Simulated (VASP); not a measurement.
Input of a VASP 6.6.1 run:

Contents of INCAR:

```
SYSTEM = NiSb
PREC = Accurate
ENCUT = 520
EDIFF = 1E-6
ISMEAR = 0
SIGMA = 0.1
LREAL = .FALSE.
LASPH = .TRUE.
NELM = 150
ALGO = Normal
ISIF = 2
LWAVE = .FALSE.
LCHARG = .FALSE.
LMAXMIX = 4
LDAU = .TRUE.
LDAUTYPE = 2
LDAUL = 2 -1
LDAUU = 6.1 0
LDAUJ = 0 0
LDAUPRINT = 1
GGA = PE
NBANDS = 23
```

KPOINTS

```
Automatic mesh
0
G
  8 8 6
  0 0 0
```

File POSCAR:

```
NiSb
1.0
    3.9399999600      0.0000000000      0.0000000000
   -1.9699999800      3.4121400600      0.0000000000
    0.0000000000      0.0000000000      5.1400000000
Ni Sb
2 2
Direct
    0.0000000000      0.0000000000      0.0000000000
    0.0000000000      0.0000000000      0.5000000000
    0.3333333300      0.6666666700      0.2500000000
    0.6666666700      0.3333333300      0.7500000000
```

Potentials or basis: VASP PAW PBE potentials, release 64 (Ni, Sb).

Command:

```sh
$ cat potpaw_PBE.64/Ni/POTCAR potpaw_PBE.64/Sb/POTCAR > POTCAR
$ mpirun -np 1 vasp_std > vasp.out
```

(1) What does it give for the pressure?

(2) Predict the band gap on the k mesh.

Answers

(1) -2.8 GPa.

(2) none (metal or under the smearing width).

Caveat: U without spin polarisation on a metal has little footing; the U is typed as a test and isn't derived for this compound.
